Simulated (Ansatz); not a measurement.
System: BaO (rock salt type), 2 atoms in the cell.

```
CELL_PARAMETERS angstrom
0.00000 2.79500 2.79500
2.79500 0.00000 2.79500
2.79500 2.79500 0.00000
ATOMIC_POSITIONS crystal
Ba 0.00000 0.00000 0.00000
O 0.50000 0.50000 0.50000
```

These are results of HSE06, plane waves, PAW datasets (generated soft set 1) in Ansatz, not measurements.

Cutoff 420 eV; exchange singularity: Wigner-Seitz; k-mesh 6×6×6 Γ-centred; Fermi–Dirac smearing of 0.02 eV; no spin polarisation; no spin–orbit coupling.

How large is the gap on this mesh, is it direct, and where do the band edges lie (fractions of the reciprocal vectors of this cell)?

3.40 eV, direct at (0.000, -0.500, -0.500).

List the levels near the gap at (0.000, 0.000, 0.000), (0.000, 0.167, 0.333), (0.000, 0.333, -0.500), (0.000, -0.500, -0.500), in eV from the top of the valence band (v1 is the highest filled band, c1 the lowest empty one).


```json
{"k": "(0.000, 0.000, 0.000)", "v4": "-10.80", "v3": "-0.41", "v2": "-0.41", "v1": "-0.41", "c1": "4.81", "c2": "6.18", "c3": "6.18"}
{"k": "(0.000, 0.167, 0.333)", "v4": "-11.03", "v3": "-1.44", "v2": "-0.78", "v1": "-0.67", "c1": "4.94", "c2": "7.06", "c3": "8.32"}
{"k": "(0.000, 0.333, -0.500)", "v4": "-11.27", "v3": "-0.61", "v2": "-0.51", "v1": "-0.37", "c1": "4.16", "c2": "7.93", "c3": "8.78"}
{"k": "(0.000, -0.500, -0.500)", "v4": "-11.38", "v3": "-0.19", "v2": "-0.19", "v1": "0.00", "c1": "3.40", "c2": "7.41", "c3": "10.19"}
```

A gap read on the mesh is an upper bound of this method's gap, since the mesh can miss a band edge. Spin–orbit coupling is left out; with heavy elements it can shift the gap and split levels by tenths of an eV.
